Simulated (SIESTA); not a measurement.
CdSe (Cadmoselite):

```
Cd Se
1.0
     4.30000    0.00000    0.00000
    -2.15000    3.72391    0.00000
     0.00000    0.00000    7.02000
Cd Se
2 2
Direct
  0.66667 0.33333 0.50000
  0.33333 0.66667 0.00000
  0.66667 0.33333 0.88500
  0.33333 0.66667 0.38500
```

Base run:

* Program: SIESTA 5.4.2
* Functional: optB88-vdW
* Potentials or basis: PseudoDojo 0.4 standard (PBE files)
* Basis: DZP (energy shift 0.002 Ry)
* Grid cutoff: 800 Ry
* Energy shift: 0.002 Ry
* k mesh: 7 × 7 × 4
* Occupations: fermi-dirac, width 0.05 eV
* Spin: no spin polarisation

Its results: band gap on the k mesh 0.86 eV, direct; pressure 3.4 GPa; largest force 0.342 eV/Å.

Problem. After a change of settings the same cell gave: band gap on the k mesh 0.91 eV, direct; pressure 3.9 GPa; largest force 0.336 eV/Å. Which change was it?
A. functional from optB88-vdW to vdW-DF-C09
B. functional from optB88-vdW to vdW-DF-cx
C. functional from optB88-vdW to BP86

Solution. C.

Caveats: semicore shells carry a single zeta, which can move pressures by several GPa and volumes by a few percent; the potentials were made for another functional, which shifts forces and pressure; the basis of atomic orbitals isn't converged, which shifts pressures, moduli and gaps.
